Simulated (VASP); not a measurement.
# S (R-3m) in VASP: notebook

One crystal, S, is run at these levels: PBE; tasks: single point, relaxation of cell and atoms.

Program: VASP 6.6.1. These are calculated values, not measurements. Logs are shortened: lines on timing, memory, paths and dates and some standing lists are left out, and cuts for length are marked.

## Step 1: The structure

The structure is trigonal, space group R-3m (No. 166). The conventional cell has a = 3.200 Å, b = 3.200 Å, c = 16.603 Å, α = 90.00°, β = 90.00°, γ = 120.00°. S (site symmetry 3m) has 1 S at 1.89 Å as nearest neighbours.

The cell was built by a generator and needn't be a form met in nature.

## Step 2: Single point, PBE

The input, INCAR:

```
SYSTEM = S
ALGO = Normal
EDIFF = 1E-6
ENCUT = 520
GGA = PE
ISIF = 2
ISMEAR = -1
LASPH = .TRUE.
LCHARG = .TRUE.
LELF = .TRUE.
LREAL = .FALSE.
LVHAR = .TRUE.
LWAVE = .FALSE.
NBANDS = 13
NELM = 80
PREC = Accurate
SIGMA = 0.1
```

The input, KPOINTS:

```
k-points
0
G
  9 9 9
  0 0 0
```

The input, POSCAR:

```
S
1.0
    1.6001188933      2.7714872213      0.0000000000
   -1.6001188933      2.7714872213      0.0000000000
    0.0000000000     -1.8476581475      5.5343483610
S
2
Direct
    0.0570096033      0.0570096033      0.1710288098
    0.9429903967      0.9429903967      0.8289711902
```

Potentials or basis: VASP PAW PBE potentials, release 64 (S).

Run with:

```console
cat potpaw_PBE.64/S/POTCAR > POTCAR
mpirun -np 1 vasp_std > vasp.out
```

OUTCAR:

```text
SYSTEM = S
   EDIFF = 1E-6
   ENCUT = 520
   GGA = PE
   ISIF = 2
   ISMEAR = -1
   LASPH = .TRUE.
   LREAL = .FALSE.
   NELM = 80
   PREC = Accurate

 ion  position               nearest neighbor table
   1  0.057  0.057  0.171-   2 1.89
   2  0.943  0.943  0.829-   1 1.89

  LATTYP: Found a trigonal (rhomboedric) cell.
 ALAT       =     5.8346253017
 COS(alpha) =     0.8495789694

  Lattice vectors:

 A1 = (  -1.6001188933,   0.9238290738,   5.5343483610)
 A2 = (   0.0000000000,  -1.8476581475,   5.5343483610)
 A3 = (   1.6001188933,   0.9238290738,   5.5343483610)

Analysis of symmetry for initial positions (statically):
=====================================================================
 Subroutine PRICEL returns:
 Original cell was already a primitive cell.

 Routine SETGRP: Setting up the symmetry group for a
 trigonal (rhombohedral) supercell.

 Subroutine GETGRP returns: Found 12 space group operations
 (whereof 12 operations were pure point group operations)
 out of a pool of 12 trial point group operations.

The static configuration has the point symmetry D_3d.

Analysis of symmetry for dynamics (positions and initial velocities):
=====================================================================
 Subroutine PRICEL returns:
 Original cell was already a primitive cell.

 Routine SETGRP: Setting up the symmetry group for a
 trigonal (rhombohedral) supercell.

 Subroutine GETGRP returns: Found 12 space group operations
 (whereof 12 operations were pure point group operations)
 out of a pool of 12 trial point group operations.

The dynamic configuration has the point symmetry D_3d.

 Subroutine INISYM returns: Found 12 space group operations
 (whereof 12 operations are pure point group operations),
 and found     1 'primitive' translations

----------------------------------------------------------------------------------------

                                     Primitive cell

  volume of cell :      49.0864

  direct lattice vectors                    reciprocal lattice vectors
     1.600118893  2.771487221  0.000000000     0.312476780  0.180408553  0.060229915
    -1.600118893  2.771487221  0.000000000    -0.312476780  0.180408553  0.060229915
     0.000000000 -1.847658148  5.534348361     0.000000000  0.000000000  0.180689746

  length of vectors
     3.200237787  3.200237787  5.834625302     0.365809550  0.365809550  0.180689746

  position of ions in fractional coordinates (direct lattice)
     0.057009603  0.057009603  0.171028810
     0.942990397  0.942990397  0.828971190

  ion indices of the primitive-cell ions
   primitive index   ion index
                 1           1
                 2           2

----------------------------------------------------------------------------------------

 KPOINTS: k-points

Automatic generation of k-mesh.
 Grid dimensions read from file:
 generate k-points for:    9    9    9

 Generating k-lattice:

  Cartesian coordinates                     Fractional coordinates (reciprocal lattice)
     0.034719642  0.020045395  0.006692213     0.111111111  0.000000000  0.000000000
    -0.034719642  0.020045395  0.006692213     0.000000000  0.111111111  0.000000000
     0.000000000  0.000000000  0.020076638     0.000000000  0.000000000  0.111111111

  Length of vectors
     0.040645506  0.040645506  0.020076638

  Shift w.r.t. Gamma in fractional coordinates (k-lattice)
     0.000000000  0.000000000  0.000000000

 Subroutine IBZKPT returns following result:
 ===========================================

 Found     85 irreducible k-points:

 Following reciprocal coordinates:
            Coordinates               Weight
  0.000000  0.000000  0.000000      1.000000
  0.111111 -0.000000  0.000000      6.000000
  0.222222  0.000000 -0.000000      6.000000
  0.333333 -0.000000 -0.000000      6.000000
  0.444444  0.000000 -0.000000      6.000000
  0.111111  0.111111  0.000000      6.000000
[... 16 lines left out ...]
 -0.333333  0.333333  0.000000      6.000000
  0.444444  0.444444 -0.000000      6.000000
 [... further k-points ...]
   k-points           NKPTS =     85   k-points in BZ     NKDIM =     85   number of bands    NBANDS=     13
   number of dos      NEDOS =    301   number of ions     NIONS =      2
   total plane-waves  NPLWV =  27648
   dimension x,y,z NGX =    24 NGY =   24 NGZ =   48
   dimension x,y,z NGXF=    48 NGYF=   48 NGZF=   96
   ions per type =               2
   NGX,Y,Z   is equivalent  to a cutoff of  12.47, 12.47, 13.68 a.u.
   NGXF,Y,Z  is equivalent  to a cutoff of  24.94, 24.94, 27.35 a.u.
 SYSTEM =  S
   PREC   = accura    normal or accurate (medium, high low for compatibility)
   ISTART =      0    job   : 0-new  1-cont  2-samecut
   ICHARG =      2    charge: 1-file 2-atom 10-const
   ISPIN  =      1    spin polarized calculation?
   LNONCOLLINEAR =      F non collinear calculations
   LSORBIT =      F    spin-orbit coupling
   LASPH  =      T    aspherical Exc in radial PAW
   ENCUT  =  520.0 eV  38.22 Ry    6.18 a.u.   5.95  5.95 10.85*2*pi/ulx,y,z
   NELM   =     80;   NELMIN=  2; NELMDL= -5     # of ELM steps
   EDIFF  = 0.1E-05   stopping-criterion for ELM
   LREAL  =      F    real-space projection
[... 7 lines left out ...]
   TEBEG  =    0.0;   TEEND  =   0.0 temperature during run
   PSTRESS=    0.0 pullay stress
   NELECT =      12.0000    total number of electrons
   NUPDOWN=      -1.0000    fix difference up-down
   EMIN   =  10.00;   EMAX   =-10.00  energy-range for DOS
   EFERMI =   0.00;   METHOD = LEGACY
   ISMEAR =    -1;   SIGMA  =   0.10  broadening in eV -4-tet -1-fermi 0-gaus
   EFERMI_NEDOS =   21; number of points for ismear=-14 and -15
   IALGO  =     38    algorithm
   IMIX   =      4    mixing-type and parameters
     AMIX     =   0.40;   BMIX     =  1.00
     AMIX_MAG =   1.60;   BMIX_MAG =  1.00
  volume/ion in A,a.u.               =      24.54       165.63
  Fermi-wavevector in a.u.,A,eV,Ry     =   1.023642  1.934403 14.256765  1.047843
  Thomas-Fermi vector in A             =   2.157386
   LORBIT       =      0    0 simple, 1 ext, 2 COOP (PROOUT), +10 PAW based schemes
   GGA     = PE    functional components
   LHFCALC =     F    Hartree Fock is set to
   AEXX    =    0.0000 exact exchange contribution
   IVDW    =     0    specifies the selected vdW correction
   LEPSILON=     F    determine dielectric tensor
   LRPA    =     F    only Hartree local field effects (RPA)
 non-spin polarized calculation
  energy-cutoff  :      520.00
  volume of cell :       49.09
 maximum number of plane-waves:      1334
   NGX = 11   NGY = 11   NGZ = 21

 number of electron      11.9999998 magnetization

 Free energy of the ion-electron system (eV)
  ---------------------------------------------------
  ext. energy  EPLUGINS =         0.00000000
  ---------------------------------------------------
  free energy    TOTEN  =        -7.88315261 eV

  energy without entropy =       -7.86263744  energy(sigma->0) =       -7.87289503

 E-fermi :   3.0636     XC(G=0):  -8.5947

 val. band max:        3.0532534775   @ k =   0.2222   0.0000   0.3333
 cond. band min:       3.0672986441   @ k =   0.2222   0.0000   0.1111
 fundamental gap:      0.0140451666
 Fermi energy:         3.0635560900

 k-point     1 :       0.0000    0.0000    0.0000
  band No.  band energies     occupation
      1     -13.6431      2.00000
      2      -8.2365      2.00000
      3      -3.0624      2.00000
      4       1.6499      2.00000
      5       1.6499      2.00000
      6       5.1152      0.00000
      7       5.1152      0.00000
      8       7.6142      0.00000
      9       8.5119      0.00000
     10      10.3995      0.00000
     11      13.0029      0.00000
     12      13.0029      0.00000
     13      14.5019      0.00000

 k-point     2 :       0.1111   -0.0000    0.0000
  band No.  band energies     occupation
      1     -13.5306      2.00000
      2      -8.1096      2.00000
      3      -2.9495      2.00000
      4       0.9186      2.00000
      5       1.4974      2.00000
      6       4.4444      0.00000
      7       4.9605      0.00000
      8       7.6505      0.00000
      9       9.0622      0.00000
     10      10.6743      0.00000
     11      12.4129      0.00000
     12      13.5504      0.00000
     13      14.8952      0.00000

 k-point     3 :       0.2222    0.0000   -0.0000
  band No.  band energies     occupation
      1     -13.2251      2.00000
      2      -7.7585      2.00000
      3      -2.6686      2.00000
      4      -0.5295      2.00000
      5       1.1451      2.00000
      6       3.0208      1.21064
      7       4.6033      0.00000
      8       7.6674      0.00000
      9       9.5442      0.00000
     10      10.4563      0.00000
     11      12.7612      0.00000
     12      13.9930      0.00000
     13      14.0669      0.00000
[... 305 lines left out ...]
 k-point    23 :      -0.3333    0.3333    0.0000
  band No.  band energies     occupation
      1     -12.3341      2.00000
      2      -6.6969      2.00000
      3      -2.0674      2.00000
      4      -2.0142      2.00000
      5      -1.2998      2.00000
      6       1.5126      2.00000
      7       1.6637      2.00000
      8       7.7566      0.00000
      9       9.8331      0.00000
     10      11.3253      0.00000
     11      13.2526      0.00000
     12      13.8750      0.00000
     13      13.9370      0.00000

 k-point    24 :       0.4444    0.4444   -0.0000
  band No.  band energies     occupation
      1     -12.5307      2.00000
      2      -7.0205      2.00000
      3      -3.0288      2.00000
      4      -1.3947      2.00000
      5       0.5363      2.00000
      6       0.5489      2.00000
      7       4.1823      0.00003
      8       7.0149      0.00000
      9       8.6897      0.00000
     10      10.2655      0.00000
     11      12.3284      0.00000
     12      12.7307      0.00000
     13      13.6979      0.00000

 [... further k-points ...]
[... 5 lines left out ...]
  --------------------------------------------------------------------------------------
  -------------------------------------------------------------------------------------
  Total       -0.0214412     -0.0214412     -0.4737089      0.0000000     -0.0000000     -0.0000000
  in kB       -0.6998393     -0.6998393    -15.4618155      0.0000000     -0.0000000     -0.0000000
  external PRESSURE =      -5.6204981 kB  Pullay stress =       0.0000000 kB

 VOLUME and BASIS-vectors are now :
 -----------------------------------------------------------------------------
  energy-cutoff  :      520.00
  volume of cell :       49.09
      direct lattice vectors                 reciprocal lattice vectors
     1.600118893  2.771487221  0.000000000     0.312476780  0.180408553  0.060229915
    -1.600118893  2.771487221  0.000000000    -0.312476780  0.180408553  0.060229915
     0.000000000 -1.847658148  5.534348361     0.000000000  0.000000000  0.180689746

 POSITION                                       TOTAL-FORCE (eV/Angst)
 -----------------------------------------------------------------------------------
      0.00000      0.00000      0.94653         0.000000     -0.000000     -0.252050
      0.00000      3.69532      4.58782         0.000000      0.000000      0.252050
 -----------------------------------------------------------------------------------
    total drift:                               -0.000000      0.000000     -0.000000

  FREE ENERGIE OF THE ION-ELECTRON SYSTEM (eV)
  ---------------------------------------------------
  free  energy   TOTEN  =        -7.8831526094 eV

  energy  without entropy=       -7.8626374408  energy(sigma->0) =       -7.87289503
```

Wall time 27 s (1 thread of Intel Xeon Platinum 8488C (Sapphire Rapids), shared host); peak memory 0.18 GiB.

Results:

```yaml
Free_energy: -7.8832 eV
Pressure: -0.6 GPa
Largest_force: 0.252 eV/Å
Band_gap_on_the_k_mesh: none (metal or under the smearing width)
```

Forces on the atoms (eV/Å):
```
S    0.000  0.000 -0.252
S    0.000  0.000  0.252
```

Caveat: this functional lacks dispersion, which binds the layers, so the pressure and a relaxed spacing across them are unreliable.

## Step 3: Relaxation of cell and atoms, PBE

This run uses another cell than the first one, of 37.90 Å³/atom, 1.544 times its volume.

The input, INCAR:

```
PREC = Accurate
ENCUT = 600
EDIFF = 1E-6
ISMEAR = -1
SIGMA = 0.1
LREAL = False
LASPH = True
NELM = 80
ALGO = Normal
ISIF = 3
LWAVE = False
LCHARG = False
GGA = PE
IBRION = 2
NSW = 80
EDIFFG = -0.01
```

The input, KPOINTS:

```
Automatic mesh
0
Gamma
  9 9 9
```

The input, POSCAR:

```
S
1.0
    2.0906840000      3.6211650000      0.0000000000
   -2.0906840000      3.6211650000      0.0000000000
    0.0000000000     -2.4141100000      5.0062730000
S
2
Direct
    0.0577000000      0.0577000000      0.1731000000
    0.9423000000      0.9423000000      0.8269000000
```

Potentials or basis: VASP PAW PBE potentials, release 64 (S).

Run with:

```console
cat potpaw_PBE.64/S/POTCAR > POTCAR
mpirun -np 1 vasp_std > vasp.out
```

Wall time 12 min (1 thread of Intel Xeon Platinum 8488C (Sapphire Rapids), shared host); peak memory 0.29 GiB.

Results (log left out):

```
Free energy                            : -7.8850 eV
Relaxed volume                         : 24.26 Å³/atom
Relaxed cell                           : a = 3.197 Å, b = 3.197 Å, c = 5.785 Å, α = 106.04°, β = 106.04°, γ = 60.00°
Space group after relaxing (to 0.05 Å) : R-3m (No. 166)
Energy gained by relaxing              : 617.7 meV/atom
Ionic steps                            : 28
Pressure after relaxing                : 0.0 GPa
Largest force after relaxing           : 0.008 eV/Å
Band gap on the k mesh                 : none (metal or under the smearing width)
```

Forces in eV/Å, atoms in the order of the input:
```
S    0.000  0.000 -0.008
S    0.000  0.000  0.008
```

Step by step:
```
step  energy change (eV)  largest force (eV/Å)  pressure (GPa)  volume (Å³)
   1              0.0000                7.4030            7.08        75.80
   2              3.7849                1.4944           -6.51        92.82
   3              2.9360                3.0205           -7.83        88.86
   4              1.5011                4.3741           -8.91        84.40
   5              0.0732                3.9491           -7.59        80.18
   6             -0.4335                2.1418           -4.84        78.01
   7             -0.5397                0.4431           -2.51        76.91
   8             -0.5433                0.0075           -1.91        76.68
   9             -0.6087                0.0099           -2.14        72.75
  10             -0.8454                0.0048           -2.74        61.65
  11             -1.2071                0.2828            1.00        42.44
  12             -1.1996                0.1766           -1.14        46.15
  13             -1.2132                0.2313           -0.10        44.06
  14             -1.2130                0.2484            0.24        43.51
  15             -1.1883                1.3334            3.98        43.07
  16             -1.2140                0.0014            0.83        43.43
  17             -1.2195                0.0828            0.56        43.91
  18             -1.2284                0.2665           -0.03        45.35
  19             -1.2298                0.3311           -0.19        45.93
  20             -1.2318                0.1681            0.12        46.14
  21             -1.2329                0.0816            0.57        46.46
  22             -1.2333                0.0795            0.52        46.67
  23             -1.2344                0.0784            0.37        47.30
  24             -1.2352                0.0959            0.15        48.58
  25             -1.2350                0.1699           -0.37        48.70
  26             -1.2354                0.0084           -0.07        48.63
  27             -1.2354                0.0082           -0.05        48.60
  28             -1.2355                0.0082            0.01        48.53
```

Final structure:
```
S
1.0
     1.59854    2.76876    0.00000
    -1.59854    2.76876    0.00000
     0.00000   -1.84584    5.48212
S
2
Direct
  0.05730 0.05730 0.17191
  0.94270 0.94270 0.82809
```

Levels at points of the mesh, in eV from the Fermi level:
```
           k point  band 4  band 5  band 6  band 7  band 8  band 9
(0.00, 0.00, 0.00)   -1.46   -1.46    2.06    2.06    4.66    5.43
```

Caveat: the volume moved by over 15 % at a fixed basis, so the end points are rough; this functional lacks dispersion, which binds the layers, so the pressure and a relaxed spacing across them are unreliable.
